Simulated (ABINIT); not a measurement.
# SiC (Moissanite): the empty states on the mesh step of ABINIT by different routes

Which options change the time, and which the result? The test case is SiC (Moissanite).

Calculated with ABINIT 10.8.3; PBE and many-body steps on it, plane waves.

### Step 1. Starting point

Symmetry: P6_3mc, No. 186, hexagonal system. Conventional cell: a = 3.081 Å, b = 3.081 Å, c = 15.125 Å, α = 90.00°, β = 90.00°, γ = 120.00°. Si has 4 C at 1.88 to 1.90 Å nearest. Nearest to Si lie 4 C at 1.89 Å. Nearest to C lie 4 Si at 1.88 to 1.89 Å. C has 4 Si at 1.89 Å nearest. Nearest to C lie 4 Si at 1.89 to 1.90 Å. Farther neighbours are not listed.

The cell and positions come from the Crystallography Open Database and are kept as given unless a step says otherwise.

### Step 2. Base

This step: ABINIT 10.8.3; DFT, PBE, plane waves, norm-conserving pseudopotentials.

The sums over transitions need many empty states on a uniform mesh; this step solves for them.

The input, run.abi:

```
acell 3*1.0 Angstrom
rprim 
  3.081000000023 -0.000000000005 0.000000000000
  -1.540500000007 2.668224269083 0.000000000000
  0.000000000000 0.000000000000 15.124800000000
ntypat 2
znucl 14 6
natom 12
typat 1 1 1 1 1 1 2 2 2 2 2 2
xred 
  0.000000000000 0.000000000000 0.000000000000
  0.000000000000 0.000000000000 0.500000000000
  0.333333333333 0.666666666667 0.166400000000
  0.666666666667 0.333333333333 0.666400000000
  0.666666666667 0.333333333333 0.332900000000
  0.333333333333 0.666666666667 0.832900000000
  0.333333333333 0.666666666667 0.041200000000
  0.666666666667 0.333333333333 0.541200000000
  0.666666666667 0.333333333333 0.208000000000
  0.333333333333 0.666666666667 0.708000000000
  0.000000000000 0.000000000000 0.374600000000
  0.000000000000 0.000000000000 0.874600000000
pp_dirpath "pseudos"
pseudos "Si.upf, C.upf"
ecut 37
ngkpt 6 6 1
nshiftk 1
shiftk 0 0 0
kptopt 1
chksymbreak 0
iscf -2
irdden 1
istwfk *1
nband 265
nbdbuf 24
tolwfr 1e-09
nstep 60
prtvol 0
indata_prefix "in"
outdata_prefix "out"
tmpdata_prefix "tmp"
```

On the command line:

```console
$ OMP_NUM_THREADS=1 mpirun -n 56 abinit run.abi > log
```

Numbers of over 12 decimals in the logs are rounded to 6 here.

What it wrote:

```text
.Version 10.8.3 of ABINIT. v10.8.2 released Aug 2026.

 Symmetries : space group P6_3 m c (#186); Bravais hP (primitive hexag.)
[... echo of the input left out ...]
== DATASET  1 ==================================================================
-   mpi_nproc: 56, omp_nthreads: 1 (-1 if OMP is not activated)
-    --> not optimal distribution: autoparal keyword recommended in input file <--

--- !DatasetInfo
iteration_state: {dtset: 1, }
dimensions: {natom: 12, nkpt: 7, mband: 265, nsppol: 1, nspinor: 1, nspden: 1, mpw: 9084, }
cutoff_energies: {ecut:  37.0, pawecutdg:  -1.0, }
electrons: {nelect:   4.80000000E+01, charge:   0.00000000E+00, occopt:   1.00000000E+00, tsmear:   1.00000000E-02, }

 Real(R)+Recip(G) space primitive vectors, cartesian coordinates (Bohr,Bohr^-1):
 R(1)=  5.8222462  0.0000000  0.0000000  G(1)=  0.1717550  0.0991628  0.0000000
 R(2)= -2.9111231  5.0422131  0.0000000  G(2)=  0.0000000  0.1983256  0.0000000
 R(3)=  0.0000000  0.0000000 28.5817297  G(3)=  0.0000000  0.0000000  0.0349874
 Unit cell volume ucvol=  8.3907401E+02 bohr^3
 Angles (23,13,12)=  9.00000000E+01  9.00000000E+01  1.20000000E+02 degrees

 getcut: wavevector=  0.0000  0.0000  0.0000  ngfft=  32  32 160
         ecut(hartree)=     37.000   => boxcut(ratio)=   2.00721

--- Pseudopotential description ------------------------------------------------
- Si Generated using ONCVPSP code by D. R. Hamann
- 14.00000   4.00000  171031                  znucl, zion, pspdat
12 -101130 2 -1 1510                          pspcod,pspxc,lmax,lloc,mmax
     nproj     2     2     2
  pspatm : epsatm=    9.34321561
         --- l  ekb(1:nproj) -->
             0    5.168965    0.829883
             1    2.571282    0.578307
             2   -2.427311   -0.488097
 pspatm: atomic psp has been read  and splines computed

- C Generated using ONCVPSP code by D. R. Hamann
-  6.00000   4.00000  171031                  znucl, zion, pspdat
12 -101130 1 -1 1248                          pspcod,pspxc,lmax,lloc,mmax
     nproj     2     2     0
  pspatm : epsatm=    4.31346680
         --- l  ekb(1:nproj) -->
[...]
pspatm: atomic psp has been read  and splines computed

--------------------------------------------------------------------------------

================================================================================
 prteigrs : about to open file out_EIG
 Non-SCF case, kpt    1 (  0.00000  0.00000  0.00000), residuals and eigenvalues=
  1.37E-10  6.81E-11  1.52E-10  3.08E-11  2.56E-11  7.51E-11  3.67E-11  5.40E-11
  7.87E-11  1.31E-10  1.21E-10  1.42E-10  1.81E-10  1.46E-10  2.17E-10  1.17E-10
  1.54E-10  1.27E-10  9.83E-11  1.38E-10  1.66E-10  1.31E-10  1.12E-10  1.10E-10
[...]
4.58E-04
 -3.1545E-01 -2.9686E-01 -2.9447E-01 -2.4084E-01 -2.3854E-01 -1.8472E-01
 -6.3069E-02  2.2765E-02  2.4441E-02  1.6275E-01  1.6448E-01  2.1016E-01
  2.1016E-01  2.1677E-01  2.1677E-01  2.2136E-01  2.2136E-01  2.3781E-01
[...]
2.8931E+00  2.9032E+00  2.9247E+00  2.9338E+00  2.9338E+00  2.9420E+00
  2.9438E+00  2.9446E+00  2.9537E+00  2.9712E+00  2.9723E+00  2.9870E+00
  2.9935E+00
 prteigrs : prtvol=0 or 1, do not print more k-points.

--- !ResultsGS
iteration_state: {dtset: 1, }
comment   : Summary of ground state results
lattice_vectors:
- [  5.8222462,  -0.0000000,   0.0000000, ]
- [ -2.9111231,   5.0422131,   0.0000000, ]
- [  0.0000000,   0.0000000,  28.5817297, ]
lattice_lengths: [   5.82225,    5.82225,   28.58173, ]
lattice_angles: [ 90.000,  90.000, 120.000, ] # degrees, (23, 13, 12)
lattice_volume:   8.3907401E+02
convergence: {deltae:  0.000E+00, res2:  0.000E+00, residm:  9.988E-10, diffor:  0.000E+00, }
etotal    :  -6.16181537E+01
entropy   :   0.00000000E+00
fermie    :   2.52514639E-01
cartesian_stress_tensor: null
pressure_GPa: null
xred      :
- [  0.0000E+00,   0.0000E+00,  -2.7756E-17, Si]
- [  0.0000E+00,   0.0000E+00,   5.0000E-01, Si]
- [  3.3333E-01,   6.6667E-01,   1.6640E-01, Si]
- [  6.6667E-01,   3.3333E-01,   6.6640E-01, Si]
- [  6.6667E-01,   3.3333E-01,   3.3290E-01, Si]
- [  3.3333E-01,   6.6667E-01,   8.3290E-01, Si]
- [  3.3333E-01,   6.6667E-01,   4.1200E-02,  C]
- [  6.6667E-01,   3.3333E-01,   5.4120E-01,  C]
- [  6.6667E-01,   3.3333E-01,   2.0800E-01,  C]
- [  3.3333E-01,   6.6667E-01,   7.0800E-01,  C]
- [  0.0000E+00,   0.0000E+00,   3.7460E-01,  C]
- [  0.0000E+00,   0.0000E+00,   8.7460E-01,  C]
cartesian_forces: null
force_length_stats: {min: null, max: null, mean: null, }

 Integrated electronic density in atomic spheres:
 ------------------------------------------------
 Atom  Sphere_radius  Integrated_density
[...]
================================================================================

 ----iterations are completed or convergence reached----

 Mean square residual over all n,k,spin=   30.104E-11; max=  99.884E-11
 reduced coordinates (array xred) for   12 atoms
[...]
0.000000000000      0.000000000000      0.374600000000
       0.000000000000      0.000000000000      0.874600000000

 cartesian coordinates (angstrom) at end:
    1      0.000000     0.000000    -0.000000
    2      0.000000     0.000000     7.562400
    3      3e-12     1.778816     2.516767
[...]
11      0.000000     0.000000     5.665750
   12      0.000000     0.000000    13.228150
 length scales=  1.889726125908  1.889726125908  1.889726125908 bohr
              =  1.000000000000  1.000000000000  1.000000000000 angstroms
 prteigrs : about to open file out_EIG
 Eigenvalues (hartree) for nkpt=   7  k points:
 kpt#   1, nband=265, wtk=  0.02778, kpt=  0.0000  0.0000  0.0000 (reduced coord)
[...]
2.87848    2.87848    2.88586    2.89314    2.89314    2.90322    2.92467    2.93380
   2.93381    2.94204    2.94384    2.94461    2.95373    2.97115    2.97226    2.98701
   2.99346
 prteigrs : prtvol=0 or 1, do not print more k-points.

== END DATASET(S) ==============================================================
================================================================================

 -outvars: echo values of variables after computation  --------
            nband         265
             nkpt           7
          spgroup         186
 [... the other variables as echoed above ...]

 Calculation completed.
```

Run time: 3.3 min. Hardware: 56 MPI ranks of Arm Neoverse N1, host not shared; peak memory 4.1 GiB; 3.1 h of CPU time.

Numbers from this step:

- gap: 2.017 eV
- k of the valence top: 0, 0, 0
- k of the conduction bottom: 0.5, 0, 0
- least direct gap: 3.123 eV
- k points computed: 7
- lowest point of the top converged band, above the valence top: 70.1950 eV

On this mesh the gap is 2.017 eV.

The density comes from a self-consistent run that is not shown.

### Step 3. Ranks (8 × 1)

run.abi is that of step 2.

On the command line:

```console
$ OMP_NUM_THREADS=1 mpirun -n 8 abinit run.abi > log
```

What it wrote:

```text
.Version 10.8.3 of ABINIT. v10.8.2 released Aug 2026.

 Symmetries : space group P6_3 m c (#186); Bravais hP (primitive hexag.)
[... echo of the input left out ...]
== DATASET  1 ==================================================================
-   mpi_nproc: 8, omp_nthreads: 1 (-1 if OMP is not activated)
-    --> not optimal distribution: autoparal keyword recommended in input file <--

--- !DatasetInfo
iteration_state: {dtset: 1, }
dimensions: {natom: 12, nkpt: 7, mband: 265, nsppol: 1, nspinor: 1, nspden: 1, mpw: 9084, }
cutoff_energies: {ecut:  37.0, pawecutdg:  -1.0, }
[...]
2.87848    2.87848    2.88586    2.89314    2.89314    2.90322    2.92467    2.93380
   2.93381    2.94204    2.94384    2.94461    2.95373    2.97115    2.97226    2.98701
   2.99346
 prteigrs : prtvol=0 or 1, do not print more k-points.

== END DATASET(S) ==============================================================
================================================================================

 -outvars: echo values of variables after computation  --------
            nband         265
             nkpt           7
          spgroup         186
 [... the other variables as echoed above ...]

 Calculation completed.
```

Wall time 3.3 min (8 MPI ranks); peak memory 0.91 GiB.

Numbers from this step:

| Item | Value |
| --- | --- |
| gap | 2.017 eV |
| k of the valence top | 0, 0, 0 |
| k of the conduction bottom | 0.5, 0, 0 |
| least direct gap | 3.123 eV |
| k points computed | 7 |
| lowest point of the top converged band, above the valence top | 70.1950 eV |

On this mesh the gap is 2.017 eV.

### Step 4. Ranks (16 × 1)

run.abi is that of step 3.

On the command line:

```console
$ OMP_NUM_THREADS=1 mpirun -n 16 abinit run.abi > log
```

What it wrote:

```text
.Version 10.8.3 of ABINIT. v10.8.2 released Aug 2026.

 Symmetries : space group P6_3 m c (#186); Bravais hP (primitive hexag.)
[... echo of the input left out ...]
== DATASET  1 ==================================================================
-   mpi_nproc: 16, omp_nthreads: 1 (-1 if OMP is not activated)
-    --> not optimal distribution: autoparal keyword recommended in input file <--

--- !DatasetInfo
iteration_state: {dtset: 1, }
dimensions: {natom: 12, nkpt: 7, mband: 265, nsppol: 1, nspinor: 1, nspden: 1, mpw: 9084, }
cutoff_energies: {ecut:  37.0, pawecutdg:  -1.0, }
[...]
2.87848    2.87848    2.88586    2.89314    2.89314    2.90322    2.92467    2.93380
   2.93381    2.94204    2.94384    2.94461    2.95373    2.97115    2.97226    2.98701
   2.99346
 prteigrs : prtvol=0 or 1, do not print more k-points.

== END DATASET(S) ==============================================================
================================================================================

 -outvars: echo values of variables after computation  --------
            nband         265
             nkpt           7
          spgroup         186
 [... the other variables as echoed above ...]

 Calculation completed.
```

Wall time 3.3 min (16 MPI ranks); peak memory 1.4 GiB; 53 min of CPU time.

Numbers from this step:

```
gap                                                           : 2.017 eV
k of the valence top                                          : 0, 0, 0
k of the conduction bottom                                    : 0.5, 0, 0
least direct gap                                              : 3.123 eV
k points computed                                             : 7
lowest point of the top converged band, above the valence top : 70.1950 eV
```

On this mesh the gap is 2.017 eV.

### Step 5. LOBPCG

run.abi: that of step 4 with these lines changed.

```diff
@@ -38,2 +38,7 @@
 prtvol 0
+wfoptalg 114
+paral_kgb 1
+np_spkpt 7
+npband 1
+npfft 1
 indata_prefix "in"
```

On the command line:

```console
$ OMP_NUM_THREADS=1 mpirun -n 7 abinit run.abi > log
```

What it wrote:

```text
.Version 10.8.3 of ABINIT. v10.8.2 released Aug 2026.

 Symmetries : space group P6_3 m c (#186); Bravais hP (primitive hexag.)
[... echo of the input left out ...]
== DATASET  1 ==================================================================
-   mpi_nproc: 7, omp_nthreads: 1 (-1 if OMP is not activated)

--- !DatasetInfo
iteration_state: {dtset: 1, }
dimensions: {natom: 12, nkpt: 7, mband: 265, nsppol: 1, nspinor: 1, nspden: 1, mpw: 9084, }
cutoff_energies: {ecut:  37.0, pawecutdg:  -1.0, }
[...]
2.87848    2.87848    2.88586    2.89314    2.89314    2.90322    2.92466    2.93380
   2.93380    2.94203    2.94383    2.94460    2.95356    2.97110    2.97111    2.98471
   2.98514
 prteigrs : prtvol=0 or 1, do not print more k-points.

== END DATASET(S) ==============================================================
================================================================================

 -outvars: echo values of variables after computation  --------
            nband         265
             nkpt           7
          spgroup         186
 [... the other variables as echoed above ...]

 Calculation completed.
```

Wall time 4.3 min (7 MPI ranks); peak memory 3.6 GiB.

This step gave:

```yaml
gap: 2.017 eV
k_of_the_valence_top: 0, 0, 0
k_of_the_conduction_bottom: 0.5, 0, 0
least_direct_gap: 3.123 eV
k_points_computed: 7
lowest_point_of_the_top_converged_band_above_the_valence_top: 70.1950 eV
```

On this mesh the gap is 2.017 eV.

### Step 6. Chebyshev filtering

run.abi: that of step 5 with these lines changed.

```diff
@@ -38,3 +38,3 @@
 prtvol 0
-wfoptalg 114
+wfoptalg 111
 paral_kgb 1
```

What it wrote:

```text
.Version 10.8.3 of ABINIT. v10.8.2 released Aug 2026.

 Symmetries : space group P6_3 m c (#186); Bravais hP (primitive hexag.)
[... echo of the input left out ...]
== DATASET  1 ==================================================================
-   mpi_nproc: 7, omp_nthreads: 1 (-1 if OMP is not activated)

--- !DatasetInfo
iteration_state: {dtset: 1, }
dimensions: {natom: 12, nkpt: 7, mband: 265, nsppol: 1, nspinor: 1, nspden: 1, mpw: 9084, }
cutoff_energies: {ecut:  37.0, pawecutdg:  -1.0, }
[...]
2.87848    2.87848    2.88586    2.89314    2.89314    2.90322    2.92468    2.93384
   2.93390    2.94266    2.94407    2.94571    2.95656    2.97346    2.98546    2.99326
   3.00104
 prteigrs : prtvol=0 or 1, do not print more k-points.

== END DATASET(S) ==============================================================
================================================================================

 -outvars: echo values of variables after computation  --------
            nband         265
             nkpt           7
          spgroup         186
 [... the other variables as echoed above ...]

 Calculation completed.
```

Wall time 5.6 min (7 MPI ranks); peak memory 2 GiB; 39 min of CPU time.

This step gave:

| Property | Result |
| --- | --- |
| gap | 2.017 eV |
| k of the valence top | 0, 0, 0 |
| k of the conduction bottom | 0.5, 0, 0 |
| least direct gap | 3.123 eV |
| k points computed | 7 |
| lowest point of the top converged band, above the valence top | 70.1950 eV |

On this mesh the gap is 2.017 eV.

### Step 7. Line minimisations

run.abi: that of step 6 with these lines changed.

```diff
@@ -38,7 +38,3 @@
 prtvol 0
-wfoptalg 111
-paral_kgb 1
-np_spkpt 7
-npband 1
-npfft 1
+nline 8
 indata_prefix "in"
```

On the command line:

```console
$ OMP_NUM_THREADS=1 mpirun -n 56 abinit run.abi > log
```

What it wrote:

```text
.Version 10.8.3 of ABINIT. v10.8.2 released Aug 2026.

 Symmetries : space group P6_3 m c (#186); Bravais hP (primitive hexag.)
[... echo of the input left out ...]
== DATASET  1 ==================================================================
-   mpi_nproc: 56, omp_nthreads: 1 (-1 if OMP is not activated)
-    --> not optimal distribution: autoparal keyword recommended in input file <--

--- !DatasetInfo
iteration_state: {dtset: 1, }
dimensions: {natom: 12, nkpt: 7, mband: 265, nsppol: 1, nspinor: 1, nspden: 1, mpw: 9084, }
cutoff_energies: {ecut:  37.0, pawecutdg:  -1.0, }
[...]
2.87848    2.87848    2.88586    2.89314    2.89314    2.90322    2.92467    2.93380
   2.93380    2.94203    2.94383    2.94460    2.95356    2.97115    2.97136    2.98540
   2.98792
 prteigrs : prtvol=0 or 1, do not print more k-points.

== END DATASET(S) ==============================================================
================================================================================

 -outvars: echo values of variables after computation  --------
            nband         265
             nkpt           7
          spgroup         186
 [... the other variables as echoed above ...]

 Calculation completed.
```

Run time: 3.1 min. Hardware: 56 MPI ranks; peak memory 4.1 GiB; 2.9 h of CPU time.

Numbers from this step:

| Quantity | Value |
| --- | --- |
| gap | 2.017 eV |
| k of the valence top | 0, 0, 0 |
| k of the conduction bottom | 0.5, 0, 0 |
| least direct gap | 3.123 eV |
| k points computed | 7 |
| lowest point of the top converged band, above the valence top | 70.1950 eV |

On this mesh the gap is 2.017 eV.

(Part 1 of 2 ends here.)

[Paths, hosts, dates, memory and timing lines, banners, echoed tables and standing remarks are left out of the program output.]

[Logs are printed without paths, hosts, clocks, repeated set-up lines and the standing remarks that a program may print on its own settings, such as how far it seeks lower states.]

[Runs of the session that timed out or met a known fault of the program may be left out.]

[Hosts, paths, dates, database ids (printed as entryN), source tags and the programs' standing remarks are cut or masked in the printed files.]

[G0W0 gaps are taken among the corrected bands and points alone; a level outside them can change the order at an edge.]

[Where Ansatz stands beside ABINIT at settings called matched, ABINIT's density can come from a denser mesh and the files from another edition; pairs whose starting gaps differed by over 0.03 eV were left out, so agreement reads better than it is.]
